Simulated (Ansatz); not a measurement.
An Ansatz (a program for electronic structure) run: InCuS2 with a change (pressure −2 GPa); PBE (Ansatz), no spin-orbit coupling.

Input:

Ansatz 0.2 input:
```yaml
crystal:
  lattice:
    - [-2.8037438445, 2.8037438445, 5.6465366414]
    - [2.8037438445, -2.8037438445, 5.6465366414]
    - [2.8037438445, 2.8037438445, -5.6465366414]
  atoms:
    - { symbol: Cu, position: [0.75, 0.25, 0.5] }
    - { symbol: Cu, position: [0, 0, 0] }
    - { symbol: In, position: [0.25, 0.75, 0.5] }
    - { symbol: In, position: [0.5, 0.5, 0] }
    - { symbol: S, position: [0.0956930299, 0.125, 0.4706930299] }
    - { symbol: S, position: [0.6543069701, 0.625, 0.5293069701] }
    - { symbol: S, position: [0.375, 0.9043069701, 0.0293069701] }
    - { symbol: S, position: [0.875, 0.3456930299, 0.9706930299] }
basis: { ecutwfc: 420, ecutrho_ratio: 4, xc_grid: 2, fft_grid_basis: typed }
kpoints: { mp_grid: { grid: [8, 8, 8] } }
hamiltonian:
  xc: pbe
  dispersion: none
  pseudopotentials: { kind: paw }
scf: { occupations: { method: fermi_dirac, width: 0.05 } }
relax: { f_tol: 0.01, max_steps: 60, cell: { stress_tol: 0.02, p_target: -2.0 } }
output: { forces: true, stress: true }
checkpoint: { write: state.ck, write_every: 1000 }
```

Output (explanatory and most iteration lines left out):

```
Relaxation: its limit of steps is 60 (relax.max_steps)
Pseudopotential: Cu, paw, valence charge 19
Pseudopotential: In, paw, valence charge 13
Pseudopotential: S, paw, valence charge 6
Crystal: 8 atoms, lattice volume = 177.549 Å³
Basis set: ecut = 420 eV, 3491 PW (Γ), exchange–correlation on 96×96×96 points (8 copies of the dense FFT grid, shifted against one another)
Bands: 53, of which v1, the nominal top of the filled ones, is band 44 counted from 1 (43 counted from 0)
Symmetry: 8 space group operations
Space group: I-42d (ITA 122), of the structure as read, at distance tolerance 5.6e-5 Å
k-points: 59 of 512 (time reversal used)
Functional: x = pbe(κ = 0.804, μ = 0.2195149727645171), c = pbe(β = 0.06672455060314922)
SCF iter   1: F=—  HF=-28058.221529 eV  |F-HF|=—  |Δ(HF+E_count)|=         —  Δρ=8.32e-4  dr2=9.25e-4  ethr=1.77e-3  ⟨swp⟩=6.9  Hψ=12105  notcnv=0  defer=31
SCF iter   2: F=—  HF=-28058.222921 eV  |F-HF|=—  |Δ(HF+E_count)|=   1.39e-3  Δρ=8.56e-4  dr2=7.36e-4  ethr=1.05e-6  ⟨swp⟩=3.0  Hψ=6577  notcnv=0  defer=93
SCF 1 converged in 6 iterations: F = -28058.222971 eV  dr2 = 8.89e-8
relax step   1: F+E_penalty+E_count = -28058.22297083 eV  Δ(F+E_penalty+E_count) = +0.000e0 eV  max|allowed force component| = 4.681e-4 eV/Å  Δτ_max = 0.0000 Å  P = -1.003 GPa  Ω = 177.549 Å³  (6 SCF iters, dr2 threshold 1.00e-7 eV, accepted)
[... steps on the carried basis left out ...]
relax step   5: F+E_penalty+E_count = -28058.19339031 eV  Δ(F+E_penalty+E_count) = -7.839e-4 eV  max|allowed force component| = 5.147e-4 eV/Å  Δτ_max = 0.0000 Å  P = -2.003 GPa  Ω = 180.685 Å³  stress off target by 6.47e-3 GPa  SCF on the basis re-selected at this cell (its energy is not comparable with the rows above)  (8 SCF iters)
SCF converged after 8 iterations
Free energy (F): -28058.193390 eV
Internal energy: -28058.192321 eV  (E = F + TS)
E sigma→0 (E₀):  -28058.192856 eV
Entropy (-TS):   -0.001069 eV (-0.134 meV/atom)
Fermi energy:    7.368617 eV
--- Forces (eV/Å), atoms counted from 1 ---
  atom   1  Cu    -0.00000000     0.00000000     0.00000000
  atom   2  Cu    -0.00000000    -0.00000000     0.00000000
  atom   3  In    -0.00000000    -0.00000000     0.00000000
  atom   4  In    -0.00000000     0.00000000     0.00000000
  atom   5  S     -0.00000000     0.00051467     0.00000000
  atom   6  S     -0.00000000    -0.00051467     0.00000000
  atom   7  S     -0.00051467     0.00000000     0.00000000
  atom   8  S      0.00051467     0.00000000     0.00000000
--- Stress (GPa, compression-positive) ---
       -2.001891      -0.000000       0.000000
        0.000000      -2.001891      -0.000000
        0.000000       0.000000      -2.006474
  P = ⅓ Tr σ = -2.0034 GPa (-20.034 kbar)
--- Relaxed structure (4 steps of the walk, 4 accepted, 1 SCFs on fresh bases) ---
  cell:  # Å, volume = 180.6847 Å³
    - [-2.8204799485251737, 2.8204799485251737, 5.678260725758939]
    - [2.8204799485251737, -2.8204799485251737, 5.678260725758939]
    - [2.8204799485251737, 2.8204799485251737, -5.678260725758939]
  atoms:
    - { symbol: Cu, position: [0.7500000000000001, 0.24999999999999994, 0.5000000000000001] }
    - { symbol: Cu, position: [-2.900235094440821e-20, 1.933490062960536e-20, -9.667450314802818e-21] }
    - { symbol: In, position: [0.24999999999999994, 0.7500000000000001, 0.5000000000000001] }
    - { symbol: In, position: [0.49999999999999994, 0.49999999999999994, -9.667450314802923e-21] }
    - { symbol: S, position: [0.09645588469028275, 0.125, 0.47145588469028277] }
    - { symbol: S, position: [0.6535441153097172, 0.625, 0.5285441153097173] }
    - { symbol: S, position: [0.37499999999999994, 0.9035441153097172, 0.028544115309717233] }
    - { symbol: S, position: [0.875, 0.34645588469028277, 0.9714558846902828] }
```

Load acts through the strain it causes; cell and atoms are relaxed under it. No phonon test of stability was made. The final runs are not spin-polarised. The cell was made from InCuS2 in the chalcopyrite structure (space group I-42d, No. 122) by this change: pressure −2 GPa.
